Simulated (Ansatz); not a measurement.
F2 on a (100) slab of LiF (Fm-3m (No. 225)), 4 planes, outer planes LiF (top) and LiF (bottom), 1 a cell of 32.0 Å², relaxed and still whole (its atoms last):

```
CELL_PARAMETERS angstrom
5.65743 0.00000 0.00000
0.00000 5.65743 0.00000
0.00000 0.00000 24.19821
ATOMIC_POSITIONS crystal
Li 0.25000 0.25000 0.33060
Li 0.25000 0.75000 0.33060
Li 0.75000 0.25000 0.33060
Li 0.75000 0.75000 0.33060
F 0.50000 0.50000 0.33060
F 0.50000 0.00000 0.33060
F 0.00000 0.50000 0.33060
F 0.00000 0.00000 0.33060
Li 0.50000 0.50000 0.41326
Li 0.50000 0.00000 0.41326
Li 0.00000 0.50000 0.41326
Li 0.00000 0.00000 0.41326
F 0.75000 0.75000 0.41326
F 0.75000 0.25000 0.41326
F 0.25000 0.75000 0.41326
F 0.25000 0.25000 0.41326
Li 0.74979 0.75017 0.49695
Li 0.74966 0.24956 0.49645
Li 0.25054 0.75038 0.49566
Li 0.25029 0.24972 0.49696
F 0.00037 0.99963 0.49631
F 0.00034 0.50023 0.49625
F 0.49968 0.99962 0.49645
F 0.49972 0.50023 0.49630
Li 0.99759 0.00201 0.57835
Li 0.99714 0.49694 0.57822
Li 0.50293 0.00277 0.57963
Li 0.50222 0.49747 0.57836
F 0.24939 0.25046 0.58026
F 0.24780 0.74784 0.58102
F 0.75000 0.24982 0.58075
F 0.75067 0.74919 0.58019
F 0.35708 0.85298 0.66606
F 0.44199 0.93448 0.71977
```

The calculation used Ansatz, DFT PBE+D3(BJ), scalar-relativistic, plane waves, PAW. Cutoff 420 eV; k points 3×3×1 on the computed 34-atom cell (Γ-centred); Gaussian smearing, width 0.05 eV; no spin polarisation. The cell repeats along c with a dipole correction in the vacuum.

It binds with 0.19 eV a molecule against the clean slab and the free molecule (no zero-point or thermal terms); its shortest contact is F–F 2.23 Å. Take first-order desorption with no barrier to adsorption, no reaction on the face and an assumed prefactor of 10^13 s⁻¹.

Q: How long does a molecule stay at 473 K?

A: τ = ν⁻¹·exp(E/k_BT) with k_BT = 0.0408 eV: E/k_BT = 4.7, so τ ≈ 1×10^-11 s. At about one hit a site a second (10⁻⁶ mbar) the coverage is near τ × 1 s⁻¹, so a layer needs more than atmospheric pressure.

Q: Where does its peak lie in a desorption experiment heated at 5 K/s?

A: The peak obeys E/(k_B·T_p²) = (ν/β)·exp(−E/k_BT_p). Solving gives T_p ≈ 75 K (E/k_BT_p = 29.3). An error of 0.1 eV in E moves it by about 40 K, and larger molecules have larger prefactors, which lowers it.

Q: Is this physisorption or chemisorption?

A: The tightest contact, F–Li 2.40 Å, is 1.30 times the sum of covalent radii, and deformation and lateral interaction add up to +0.05 eV; about 0.06 e cross the plane between them. It lies between the two: closer or more distorted than a van der Waals contact, longer than a covalent bond.